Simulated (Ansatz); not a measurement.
# WS2 in Ansatz: relaxation of cell and atoms with PBEsol+D4

Aim: the relaxation of cell and atoms of WS2 with PBEsol+D4.

Program: Ansatz 0.2.0. These are calculated values, not measurements. Logs are shortened: lines on timing, memory, paths and dates and some standing lists are left out, and cuts for length are marked.

**1. The slab as given**

The cell holds a slab with vacuum, 12 atoms: a = 3.183 Å, b = 3.183 Å, c = 35.181 Å, α = 90.00°, β = 90.00°, γ = 120.00°.

**2. Relaxation of cell and atoms, PBEsol+D4**

Contents of input.yaml:

```yaml
crystal:
  lattice:
    - [3.1831225544, 0.0, 0.0]
    - [-1.5915612772, 2.7566649955, 0.0]
    - [0.0, 0.0, 35.1805582101]
  atoms:
    - { symbol: W, position: [0.3333333333, 0.6666666667, 0.59231661] }
    - { symbol: W, position: [0.3333333333, 0.6666666667, 0.2234] }
    - { symbol: W, position: [0.6666666667, 0.3333333333, 0.7766] }
    - { symbol: W, position: [0.6666666667, 0.3333333333, 0.40768339] }
    - { symbol: S, position: [0.3333333333, 0.6666666667, 0.82114964] }
    - { symbol: S, position: [0.3333333333, 0.6666666667, 0.45202369] }
    - { symbol: S, position: [0.6666666667, 0.3333333333, 0.63662107] }
    - { symbol: S, position: [0.6666666667, 0.3333333333, 0.26774184] }
    - { symbol: S, position: [0.3333333333, 0.6666666667, 0.73225816] }
    - { symbol: S, position: [0.3333333333, 0.6666666667, 0.36337893] }
    - { symbol: S, position: [0.6666666667, 0.3333333333, 0.54797631] }
    - { symbol: S, position: [0.6666666667, 0.3333333333, 0.17885036] }
hamiltonian:
  xc: pbesol
  pseudopotentials: { kind: paw }
  dispersion: d4
kpoints:
  mp_grid: { grid: [10, 10, 1] }
scf:
  occupations: { method: fermi_dirac, width: 0.05 }
output:
  forces: true
  stress: true
  eigenvalues: true
relax:
  f_tol: 0.01
  max_steps: 40
  cell: { stress_tol: 0.05 }
```

Potentials or basis: Ansatz PAW.

The run is started by

```sh
$ ansatz run input.yaml --threads 4 --pin off --max-ram 11264MiB --backend cpu --events-out ev --progress --plain --runs-dir out
```

Standard output:

```text
Warning: RAYON_NUM_THREADS=4 ignored (pool sized by the plan → 4); use --threads N
Engine: ansatz 0.2.0, x86_64-unknown-linux-gnu
Pseudopotentials: kind: paw
Pseudopotential: W, paw, valence charge 14, recommended cutoff 420 eV (normal), W.paw.azcp
Pseudopotential: S, paw, valence charge 6, recommended cutoff 420 eV (normal), S.paw.azcp
Functional definition: PBEsol
  exchange = pbesol_x
  correlation = pbesol_c
Crystal: 12 atoms, lattice volume = 308.702 Å³
Basis set: ecut = 420 eV, 6081 PW (Γ), exchange–correlation on 48×48×480 points (8 copies of the dense FFT grid, shifted against one another)
Bands: 64, of which v1, the nominal top of the filled ones, is band 52 counted from 1 (51 counted from 0)
Symmetry: 12 space group operations
Space group: P-3m1 (ITA 164), of the structure as read, at distance tolerance 6.8e-5 Å
k-points: 14 of 100
Non-local potential: W, projectors of the file, l = 0: 3, l = 1: 2, l = 2: 2, l = 3: 1
Non-local potential: S, projectors of the file, l = 0: 2, l = 1: 2, l = 2: 2
PAW form: soft (Blöchl's): semilocal exchange-correlation on the pseudo side does not see the compensation charge
PAW frozen core: W, regenerated for the run's functional, and the local potential with it (the file was generated under x = pbe(κ = 0.804, μ = 0.2195149727645171), c = pbe(β = 0.06672455060314922))
PAW frozen core: S, regenerated for the run's functional, and the local potential with it (the file was generated under x = pbe(κ = 0.804, μ = 0.2195149727645171), c = pbe(β = 0.06672455060314922))
PAW one-centre angular grid: W, 590 points (default); XC on 64 Gauss nodes
PAW one-centre angular grid: S, 110 points (default); XC on 64 Gauss nodes
Initial density: superposition of atomic densities (neutral atoms: chi_scale 0, normalization atom), corrected by the library's trained network
Initial wavefunctions: pseudopotential atomic-orbital guess
Functional: x = pbesol(κ = 0.804, μ = 0.12345679012345678), c = pbesol(β = 0.046)
SCF iter   1: F=—  HF=-48118.932803 eV  |F-HF|=—  |Δ(HF+E_count)|=         —  Δρ=7.49e-3  dr2=3.75e-1  ethr=1.77e-3  ⟨swp⟩=7.1  Hψ=4064  notcnv=0
preconditioner: auto → Resta (q_TF=auto, 2.276 Å⁻¹)  ε∞=5.7  [insulator: Δε(μ)=1.352 eV  Ē_g=8.275 eV  σ=0.050 eV  W_gap=1.00  n_scr=24 (ndim 8)  ℏωp=17.9 eV  f_vac=0.281  D(μ)=0.00/eV (n_scr^D=0)  ε∞_Penn≈5.7  vacuum switching on, ρ_ref=5.0e-3 e/Å³]
SCF iter   2: F=—  HF=-48118.891344 eV  |F-HF|=—  |Δ(HF+E_count)|=   4.15e-2  Δρ=2.91e-3  dr2=2.36e-2  ethr=3.61e-4  ⟨swp⟩=3.3  Hψ=1644  notcnv=0  defer=36
SCF iter   3: F=—  HF=-48118.892547 eV  |F-HF|=—  |Δ(HF+E_count)|=   1.20e-3  Δρ=1.60e-3  dr2=4.12e-3  ethr=2.27e-5  ⟨swp⟩=2.0  Hψ=1250  notcnv=0  defer=36
SCF iter   4: F=—  HF=-48118.895238 eV  |F-HF|=—  |Δ(HF+E_count)|=   2.69e-3  Δρ=2.10e-4  dr2=1.98e-4  ethr=3.96e-6  ⟨swp⟩=2.9  Hψ=1865  notcnv=0  defer=36
SCF iter   5: F=—  HF=-48118.895307 eV  |F-HF|=—  |Δ(HF+E_count)|=   6.87e-5  Δρ=9.79e-5  dr2=1.28e-4  ethr=1.91e-7  ⟨swp⟩=2.6  Hψ=1660  notcnv=0  defer=36
SCF iter   6: F=—  HF=-48118.895305 eV  |F-HF|=—  |Δ(HF+E_count)|=   1.37e-6  Δρ=4.84e-5  dr2=1.54e-5  ethr=1.23e-7  ⟨swp⟩=2.0  Hψ=1177  notcnv=0  defer=36
SCF iter   7: F=—  HF=-48118.895138 eV  |F-HF|=—  |Δ(HF+E_count)|=   1.68e-4  Δρ=1.73e-5  dr2=2.04e-6  ethr=1.48e-8  ⟨swp⟩=2.4  Hψ=1520  notcnv=0  defer=36
SCF iter   8: F=—  HF=-48118.895139 eV  |F-HF|=—  |Δ(HF+E_count)|=   1.04e-6  Δρ=5.06e-6  dr2=2.82e-7  ethr=1.96e-9  ⟨swp⟩=2.0  Hψ=1282  notcnv=0  defer=36
SCF iter   9: F=-48118.895139 eV  HF=-48118.895139 eV  |F-HF|=7.31e-8  |Δ(HF+E_count)|=   2.66e-8  Δρ=3.59e-6  dr2=9.82e-8  ethr=9.62e-11  ⟨swp⟩=12.9  Hψ=4334  notcnv=0
SCF 1 converged in 9 iterations: F = -48118.895139 eV  dr2 = 9.82e-8
[... 80 lines left out ...]
basis re-selected at this cell: Δ(F+E_penalty+E_count) = +2.939e-3 eV, ΔP = -0.003 GPa vs the last step (what re-selecting the basis moved, of the pressure what is left beyond the Pulay correction that the steps carried, after the strain that the cell walked since its last selection, with what the two solves' SCF thresholds leave and, on support functions, any second-order correction that the steps lacked; it is no measure of the basis error at this ecutwfc). The dense FFT grid was sized anew with the basis: this SCF ran on 24×24×225 points, the steps before it on 24×24×240, so part of this shift can come from that change (see relax.cell in the input reference). This SCF's stress stands 3.40e-2 GPa from its target on what of the cell is left free (relax.cell.stress_tol is 5.00e-2 GPa) and its largest allowed force component is 8.72e-3 eV/Å (relax.f_tol is 1.00e-2 eV/Å): within both
SCF converged after 8 iterations
Free energy (F): -48119.166695 eV
Harris-Foulkes:  -48119.166695 eV  (|F-HF|=1.46e-11)
Internal energy: -48119.166692 eV  (E = F + TS)
E sigma→0 (E₀):  -48119.166694 eV
Entropy (-TS):   -0.000003 eV (-0.000 meV/atom)
Fermi energy:    8.175476 eV
--- Per-component energies (eV) ---
  E_band       = -1164.295387
  E_kinetic    = 2672.757636
  E_local      = -56469.969340  (includes V_loc(G=0)·N_el)
  E_nonlocal   = 241.618236
  E_hartree    = 27302.163614
  E_xc         = -1837.194766
  E_vxc        = -1663.093825  (∫ρ·V_xc dr)
  E_paw        = -38418.361506  (= ΣΔE_a)
  E_vpaw       = -549.935407  (= ΣTr[D̂ρ^β])
  E_aug_tail   = -0.000257  (compensation charges beyond the density's cutoff)
  E_ewald      = 18391.379701
  E_disp       = -2.942774  (pairwise vdW)
  E_core_change = 1.382763  (= ΣΔE_core)
  E_smearing   = -0.000003  (= −TS)
  E_closure    = -0.000000  (closes the sum)
  Σ components = -48119.166695   (vs F -48119.166695, Δ=0.00e0)
--- Forces (eV/Å), atoms counted from 1 ---
  atom   1  W      0.00000000     0.00000000    -0.00204934
  atom   2  W      0.00000000     0.00000000     0.00037262
  atom   3  W      0.00000000    -0.00000000    -0.00037262
  atom   4  W     -0.00000000    -0.00000000     0.00204934
  atom   5  S     -0.00000000     0.00000000     0.00085251
  atom   6  S      0.00000000     0.00000000    -0.00599267
  atom   7  S      0.00000000    -0.00000000    -0.00872482
  atom   8  S     -0.00000000    -0.00000000    -0.00313639
  atom   9  S      0.00000000     0.00000000     0.00313639
  atom  10  S     -0.00000000     0.00000000     0.00872482
  atom  11  S      0.00000000    -0.00000000     0.00599267
  atom  12  S      0.00000000     0.00000000    -0.00085251
  max |Σ_I F_I| component: 2.39e-18 eV/Å
--- Stress (GPa, compression-positive) ---
        0.025301       0.000000       0.000000
        0.000000       0.025301      -0.000000
        0.000000      -0.000000      -0.033989
  P = ⅓ Tr σ = 0.0055 GPa (0.055 kbar)
--- Band table (eV; the first three rows and the last of 14) ---
  k-point 0: bands = ["-66.7507", "-66.7507", "-66.7469", "-66.7469", "-31.0814", "-31.0814", "-31.0776", "-31.0776", "-30.8637", "-30.8637", "-30.8637", "-30.8637", "-30.8587", "-30.8587", "-30.8587", "-30.8587", "-8.0712", "-7.9878", "-7.8806", "-7.8013", "-6.4863", "-6.3128", "-6.1228", "-5.9902", "-0.1119", "0.1981", "0.6127", "0.9688", "3.8223", "4.2157", "4.2157", "4.2243", "4.2243", "4.2362", "4.2362", "4.2373", "4.2373", "4.3949", "5.1280", "5.4912", "5.4912", "5.5166", "5.5166", "5.5430", "5.5430", "5.5560", "5.5560", "5.8874", "6.5190", "7.1109", "7.5078", "7.7252", "10.0587", "10.0587", "10.0606", "10.0606", "10.0738", "10.0738", "10.0923", "10.0923", "10.1493", "10.1493", "10.2221", "10.2221"]
  k-point 1: bands = ["-66.7486", "-66.7486", "-66.7448", "-66.7448", "-31.0741", "-31.0741", "-31.0704", "-31.0703", "-30.9035", "-30.9035", "-30.8985", "-30.8985", "-30.8728", "-30.8728", "-30.8678", "-30.8678", "-7.8941", "-7.8111", "-7.7039", "-7.6240", "-6.4084", "-6.2408", "-6.0592", "-5.9336", "0.0955", "0.3995", "0.8123", "1.1738", "3.5708", "3.7682", "3.7824", "3.7998", "3.8041", "4.0614", "4.3850", "4.3975", "4.4119", "4.4152", "4.5546", "4.8173", "5.2159", "5.2441", "5.2732", "5.2882", "5.5420", "5.5919", "5.7590", "6.1562", "6.5280", "6.9975", "7.2593", "7.3830", "9.8334", "9.8611", "9.9103", "9.9421", "9.9445", "9.9475", "10.0234", "10.0340", "10.0368", "10.0459", "10.1216", "10.2012"]
  k-point 2: bands = ["-66.7432", "-66.7432", "-66.7394", "-66.7394", "-31.0551", "-31.0550", "-31.0513", "-31.0513", "-31.0066", "-31.0066", "-31.0015", "-31.0015", "-30.8968", "-30.8968", "-30.8918", "-30.8918", "-7.3986", "-7.3182", "-7.2124", "-7.1322", "-6.1903", "-6.0405", "-5.8838", "-5.7784", "0.6249", "0.9009", "1.2903", "1.6502", "2.8180", "2.8452", "2.8730", "2.9333", "3.0443", "3.4027", "3.6921", "3.8264", "4.6319", "4.6595", "4.6946", "4.7182", "4.8332", "4.8597", "4.8807", "4.8888", "5.2902", "5.4151", "5.6639", "5.9913", "6.3331", "6.4730", "6.5205", "6.5221", "9.1601", "9.3369", "9.5890", "9.6559", "9.7419", "9.8392", "9.8499", "9.9313", "10.0030", "10.2095", "10.3475", "10.4355"]
  k-point 13: bands = ["-66.7265", "-66.7265", "-66.7227", "-66.7227", "-31.1849", "-31.1849", "-31.1797", "-31.1797", "-31.0989", "-31.0989", "-31.0938", "-31.0938", "-30.9966", "-30.9966", "-30.9929", "-30.9929", "-5.3356", "-5.3191", "-5.2958", "-5.2634", "-5.2439", "-5.2229", "-5.2060", "-5.2032", "1.0372", "1.0905", "1.1577", "1.2170", "1.2593", "1.3038", "1.3375", "1.3428", "2.5740", "2.5975", "2.6093", "2.6326", "2.9012", "2.9387", "3.0199", "3.2665", "3.4167", "3.6710", "3.7737", "3.8634", "4.6293", "4.6576", "4.7770", "4.9538", "6.7749", "6.8464", "6.9346", "7.0001", "9.2421", "9.2605", "9.2797", "9.2916", "9.7229", "10.0635", "10.5004", "10.8647", "10.8848", "11.0647", "11.1526", "11.1677"]
--- Relaxed structure (5 steps of the walk, 4 accepted, 1 SCFs on fresh bases) ---
  F+E_penalty+E_count = -48119.16669505 eV   max|allowed force component| = 8.725e-3 eV/Å   (the final SCF, on the basis selected at the relaxed cell)
  cell:  # Å, volume = 277.8631 Å³
    - [3.1273069006080796, -1.935110958044641e-33, 1.0884999139001104e-33]
    - [-1.5636534503040398, 2.7083272213569733, 4.6927976955758884e-33]
    - [6.683520126331288e-33, 6.549849723804662e-32, 32.80645177396649]
  atoms:
    - { symbol: W, position: [0.33333333333333326, 0.6666666666666665, 0.5914854794436553] }
    - { symbol: W, position: [0.33333333333333326, 0.6666666666666665, 0.2257660556998761] }
    - { symbol: W, position: [0.6666666666666665, 0.33333333333333326, 0.7742339443001239] }
    - { symbol: W, position: [0.6666666666666665, 0.33333333333333326, 0.4085145205563447] }
    - { symbol: S, position: [0.33333333333333326, 0.6666666666666665, 0.8221227769833519] }
    - { symbol: S, position: [0.33333333333333326, 0.6666666666666665, 0.4564038340759197] }
    - { symbol: S, position: [0.6666666666666665, 0.33333333333333326, 0.6393733311257023] }
    - { symbol: S, position: [0.6666666666666665, 0.33333333333333326, 0.2736657985466807] }
    - { symbol: S, position: [0.33333333333333326, 0.6666666666666665, 0.7263342014533194] }
    - { symbol: S, position: [0.33333333333333326, 0.6666666666666665, 0.3606266688742977] }
    - { symbol: S, position: [0.6666666666666665, 0.33333333333333326, 0.5435961659240803] }
    - { symbol: S, position: [0.6666666666666665, 0.33333333333333326, 0.1778772230166482] }
```

It took 33 s on 4 threads of Intel Xeon Platinum 8375C at 2.90GHz (Ice Lake), shared host; peak memory 0.97 GiB.

Results:

- Free energy: -48119.1667 eV
- Relaxed volume: 23.16 Å³/atom
- Relaxed cell: a = 3.127 Å, b = 3.127 Å, c = 32.806 Å, α = 90.00°, β = 90.00°, γ = 120.00°
- Space group after relaxing (to 0.05 Å): P-3m1 (No. 164)
- Energy gained by relaxing: 22.6 meV/atom
- Ionic steps: 5
- Largest force after relaxing: 0.009 eV/Å
- Band gap on the k mesh: 1.01 eV, indirect (least direct gap 2.24 eV)

Forces on the atoms (eV/Å):
```
W    0.000  0.000 -0.002
W    0.000  0.000  0.000
W    0.000  0.000  0.000
W    0.000  0.000  0.002
S    0.000  0.000  0.001
S    0.000  0.000 -0.006
S    0.000  0.000 -0.009
S    0.000  0.000 -0.003
S    0.000  0.000  0.003
S    0.000  0.000  0.009
S    0.000  0.000  0.006
S    0.000  0.000 -0.001
```

Step by step:
```tsv
step	energy change (eV)	largest force (eV/Å)	volume (Å³)
1	0.0000	0.3088	308.70
2	-0.2028	0.1157	292.49
3	-0.2589	0.0612	283.01
4	-0.2745	0.0089	277.86
5	-0.2716	0.0087	277.86
```

Final structure:
```cif
data_structure
_symmetry_space_group_name_H-M 'P 1'
_symmetry_Int_Tables_number 1
_cell_length_a 3.1273
_cell_length_b 3.1273
_cell_length_c 32.8065
_cell_angle_alpha 90.000
_cell_angle_beta 90.000
_cell_angle_gamma 120.000
_cell_volume 277.86
loop_
_atom_site_label
_atom_site_type_symbol
_atom_site_fract_x
_atom_site_fract_y
_atom_site_fract_z
_atom_site_occupancy
W1 W 0.33333 0.66667 0.59149 1
W2 W 0.33333 0.66667 0.22577 1
W3 W 0.66667 0.33333 0.77423 1
W4 W 0.66667 0.33333 0.40851 1
S1 S 0.33333 0.66667 0.82212 1
S2 S 0.33333 0.66667 0.45640 1
S3 S 0.66667 0.33333 0.63937 1
S4 S 0.66667 0.33333 0.27367 1
S5 S 0.33333 0.66667 0.72633 1
S6 S 0.33333 0.66667 0.36063 1
S7 S 0.66667 0.33333 0.54360 1
S8 S 0.66667 0.33333 0.17788 1
```

Levels at points of the mesh, in eV from the valence-band top:
| k point | band 49 | band 50 | band 51 | band 52 | band 53 | band 54 | band 55 | band 56 |
| --- | --- | --- | --- | --- | --- | --- | --- | --- |
| (0.00, 0.00, 0.00) | -1.21 | -0.61 | -0.22 | 0.00 | 2.33 | 2.33 | 2.34 | 2.34 |
| (0.00, -0.50, 0.00) | -1.70 | -1.69 | -1.62 | -1.58 | 2.40 | 2.42 | 2.44 | 2.45 |

Caveat: the plane-wave basis is chosen anew once the cell has moved, so the energies of steps on either side of that aren't comparable; spin-orbit coupling is left out, which moves the levels of the heavy elements; the PAW data sets come from PBE, with cores solved anew for the run's functional, which leaves a small shift of forces and pressure.
